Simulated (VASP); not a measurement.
# Na in VASP: relaxation of the atoms with PBEsol

Aim: the relaxation of the atoms of Na with PBEsol.

Everything below comes from runs of VASP 6.6.1. Logs are shortened: lines on timing, memory, paths and dates and some standing lists are left out, and cuts for length are marked.

## 1. Starting point

The cell holds a slab with vacuum, 9 atoms: a = 4.230 Å, b = 4.230 Å, c = 32.920 Å, α = 90.00°, β = 90.00°, γ = 90.00°.

The cell was built by a generator and needn't be a form met in nature.

## 2. Relaxation of the atoms, PBEsol

INCAR reads:

```
PREC = Accurate ; ENCUT = 520
EDIFF = 1E-6 ; ISMEAR = 1
SIGMA = 0.1 ; LREAL = F
LASPH = T ; NELM = 60
ALGO = Normal ; ISIF = 2
LWAVE = F ; LCHARG = F
LDIPOL = T ; IDIPOL = 3
DIPOL = 0.5 0.5 0.500 ; GGA = PS
IBRION = 2 ; NSW = 80
EDIFFG = -0.01 ; LVHAR = T
LVACPOTAV = T
```

KPOINTS reads:

```
regular mesh
0
Gamma
  8 8 1
```

POSCAR reads:

```
Na
1.0
    4.2300000000      0.0000000000      0.0000000000
    0.0000000000      4.2300000000      0.0000000000
    0.0000000000      0.0000000000     32.9200000023
Na
9
Direct
    0.0000000000      0.0000000000      0.2430133657
    0.5000000000      0.5000000000      0.3072600243
    0.0000000000      0.0000000000      0.3715066829
    0.5000000000      0.5000000000      0.4357533414
    0.0000000000      0.0000000000      0.5000000000
    0.5000000000      0.5000000000      0.5642466586
    0.0000000000      0.0000000000      0.6284933171
    0.5000000000      0.5000000000      0.6927399757
    0.0000000000      0.0000000000      0.7569866343
```

Potentials or basis: VASP PAW PBE potentials, release 64 (Na_pv).

Started as:

```bash
cat potpaw_PBE.64/Na_pv/POTCAR > POTCAR
mpirun -np 1 vasp_std > vasp.out
```

OUTCAR:

```text
PREC = Accurate
   ENCUT = 520
   EDIFF = 1E-6
   ISMEAR = 1
   LREAL = F
   LASPH = T
   NELM = 60
   ISIF = 2
   GGA = PS
   IBRION = 2
   NSW = 80
   EDIFFG = -0.01

 ion  position               nearest neighbor table
   1  0.000  0.000  0.243-
   2  0.500  0.500  0.307-
   3  0.000  0.000  0.372-
   4  0.500  0.500  0.436-
   5  0.000  0.000  0.500-
   6  0.500  0.500  0.564-
   7  0.000  0.000  0.628-
   8  0.500  0.500  0.693-
   9  0.000  0.000  0.757-

  LATTYP: Found a simple tetragonal cell.
 ALAT       =     4.2300000000
 C/A-ratio  =     7.7825059107

  Lattice vectors:

 A1 = (   4.2300000000,   0.0000000000,   0.0000000000)
 A2 = (   0.0000000000,   4.2300000000,   0.0000000000)
 A3 = (   0.0000000000,   0.0000000000,  32.9200000023)

Analysis of symmetry for initial positions (statically):
=====================================================================
 Subroutine PRICEL returns:
 Original cell was already a primitive cell.

 Routine SETGRP: Setting up the symmetry group for a
 simple tetragonal supercell.

 Subroutine GETGRP returns: Found 16 space group operations
 (whereof 16 operations were pure point group operations)
 out of a pool of 16 trial point group operations.

The static configuration has the point symmetry D_4h.

Analysis of symmetry for dynamics (positions and initial velocities):
=====================================================================
 Subroutine PRICEL returns:
 Original cell was already a primitive cell.

 Routine SETGRP: Setting up the symmetry group for a
 simple tetragonal supercell.

 Subroutine GETGRP returns: Found 16 space group operations
 (whereof 16 operations were pure point group operations)
 out of a pool of 16 trial point group operations.

The dynamic configuration has the point symmetry D_4h.

 Subroutine INISYM returns: Found 16 space group operations
 (whereof 16 operations are pure point group operations),
 and found     1 'primitive' translations

----------------------------------------------------------------------------------------

                                     Primitive cell

  volume of cell :     589.0343

  direct lattice vectors                    reciprocal lattice vectors
[... 96 lines left out ...]
   NFREE  =      1    steps in history (QN), initial steepest desc. (CG)
   ISIF   =      2    stress and relaxation
   ISYM   =      2    0-nonsym 1-usesym 2-fastsym
   POTIM  = 0.5000    time-step for ionic-motion
   TEBEG  =    0.0;   TEEND  =   0.0 temperature during run
   PSTRESS=    0.0 pullay stress
   NELECT =      63.0000    total number of electrons
   NUPDOWN=      -1.0000    fix difference up-down
   EMIN   =  10.00;   EMAX   =-10.00  energy-range for DOS
   EFERMI =   0.00;   METHOD = LEGACY
   ISMEAR =     1;   SIGMA  =   0.10  broadening in eV -4-tet -1-fermi 0-gaus
   EFERMI_NEDOS =   21; number of points for ismear=-14 and -15
   IALGO  =     38    algorithm
   IMIX   =      4    mixing-type and parameters
     AMIX     =   0.40;   BMIX     =  1.00
     AMIX_MAG =   1.60;   BMIX_MAG =  1.00
  volume/ion in A,a.u.               =      65.45       441.67
  Fermi-wavevector in a.u.,A,eV,Ry     =   0.777096  1.468499  8.216267  0.603879
  Thomas-Fermi vector in A             =   1.879712
   LORBIT       =      0    0 simple, 1 ext, 2 COOP (PROOUT), +10 PAW based schemes
   GGA     = PS    functional components
   LHFCALC =     F    Hartree Fock is set to
   AEXX    =    0.0000 exact exchange contribution
   IVDW    =     0    specifies the selected vdW correction
   LEPSILON=     F    determine dielectric tensor
   LRPA    =     F    only Hartree local field effects (RPA)
 conjugate gradient relaxation of ions
 non-spin polarized calculation
 Methfessel and Paxton  Order N= 1 SIGMA  =   0.10
  energy-cutoff  :      520.00
  volume of cell :      589.03
 maximum number of plane-waves:     15924
 NGX is ok and might be reduce to    32
   NGX = 15   NGY = 15   NGZ =123

--------------------------------------- Ionic step        1  -------------------------------------------

 number of electron      62.9999986 magnetization

 Free energy of the ion-electron system (eV)
  ---------------------------------------------------
  ext. energy  EPLUGINS =         0.00000000
  ---------------------------------------------------
  free energy    TOTEN  =       -12.04526712 eV

  energy without entropy =      -12.04141113  energy(sigma->0) =      -12.04398179

------------------------ aborting loop because EDIFF is reached ----------------------------------------

  FORCE on cell =-STRESS in cart. coord.  units (eV):
  Direction    XX          YY          ZZ          XY          YZ          ZX
  --------------------------------------------------------------------------------------
  -------------------------------------------------------------------------------------
  Total       -1.4353736     -1.4353736     -0.1992249      0.0000000     -0.0000000      0.0000000
  in kB       -3.9042263     -3.9042263     -0.5418931      0.0000000     -0.0000000      0.0000000
  external PRESSURE =      -2.7834486 kB  Pullay stress =       0.0000000 kB
[... 153 lines left out ...]
  FREE ENERGIE OF THE ION-ELECTRON SYSTEM (eV)
  ---------------------------------------------------
  free  energy   TOTEN  =       -12.0458066816 eV

  energy  without entropy=      -12.0418778504  energy(sigma->0) =      -12.04449707

 dipolmoment           0.000000      0.000000     -0.000000 electrons x Angstroem

--------------------------------------- Ionic step        5  -------------------------------------------

 number of electron      62.9999987 magnetization

------------------------ aborting loop because EDIFF is reached ----------------------------------------
[... 81 lines left out ...]
--------------------------------------- Ionic step        7  -------------------------------------------

 number of electron      62.9999991 magnetization

 dipolmoment           0.000000      0.000000      0.000000 electrons x Angstroem

 Free energy of the ion-electron system (eV)
  ---------------------------------------------------
  ext. energy  EPLUGINS =         0.00000000
  ---------------------------------------------------
  free energy    TOTEN  =       -12.04640624 eV

  energy without entropy =      -12.04236052  energy(sigma->0) =      -12.04505767

 E-fermi :  -0.8676     XC(G=0):  -4.2004

 val. band max:       -0.9614119299   @ k =   0.3750   0.0000   0.0000
 cond. band min:      -0.8457218098   @ k =   0.5000   0.2500   0.0000
 fundamental gap:      0.1156901201
 Fermi energy:        -0.8675512684

 k-point     1 :       0.0000    0.0000    0.0000
  band No.  band energies     occupation
      1     -26.1420      2.00000
      2     -26.1420      2.00000
      3     -26.1242      2.00000
      4     -26.1242      2.00000
      5     -26.1242      2.00000
      6     -26.1242      2.00000
[... 625 lines left out ...]
  FREE ENERGIE OF THE ION-ELECTRON SYSTEM (eV)
  ---------------------------------------------------
  free  energy   TOTEN  =       -12.0464062418 eV

  energy  without entropy=      -12.0423605202  energy(sigma->0) =      -12.04505767

 reached required accuracy - stopping structural energy minimisation

 vacuum level on the upper side and lower side of the slab         1.764         1.764
```

Run time: 10 min. Hardware: 1 thread of Intel Xeon 6975P-C (Granite Rapids), shared host; peak memory 0.7 GiB.

What came out:

```yaml
Free_energy: -12.0464 eV
Energy_gained_by_relaxing: 0.1 meV/atom
Ionic_steps: 7
Largest_force_after_relaxing: 0.009 eV/Å
Band_gap_on_the_k_mesh: none (metal or under the smearing width)
Work_function_of_the_upper_face: 2.63 eV
Work_function_of_the_lower_face: 2.63 eV
```

Forces in eV/Å, atoms in the order of the input:
```
Na   0.000  0.000  0.009
Na   0.000  0.000  0.000
Na   0.000  0.000  0.004
Na   0.000  0.000 -0.006
Na   0.000  0.000  0.000
Na   0.000  0.000  0.006
Na   0.000  0.000 -0.004
Na   0.000  0.000  0.000
Na   0.000  0.000 -0.009
```

Step by step:
```
step  energy change (eV)  largest force (eV/Å)  pressure (GPa)
   1              0.0000                0.0179           -0.28
   2             -0.0001                0.0165           -0.28
   3             -0.0002                0.0149           -0.27
   4             -0.0005                0.0138           -0.27
   5             -0.0010                0.0127           -0.28
   6             -0.0010                0.0132           -0.27
   7             -0.0011                0.0089           -0.25
```

Final structure:
```
Na
1.0
     4.23000    0.00000    0.00000
     0.00000    4.23000    0.00000
     0.00000    0.00000   32.92000
Na
9
Direct
  0.00000 0.00000 0.24390
  0.50000 0.50000 0.30753
  0.00000 0.00000 0.37057
  0.50000 0.50000 0.43585
  0.00000 0.00000 0.50000
  0.50000 0.50000 0.56415
  0.00000 0.00000 0.62943
  0.50000 0.50000 0.69247
  0.00000 0.00000 0.75610
```

Caveat: the PAW data sets were made with another functional, which shifts forces and pressure a little.
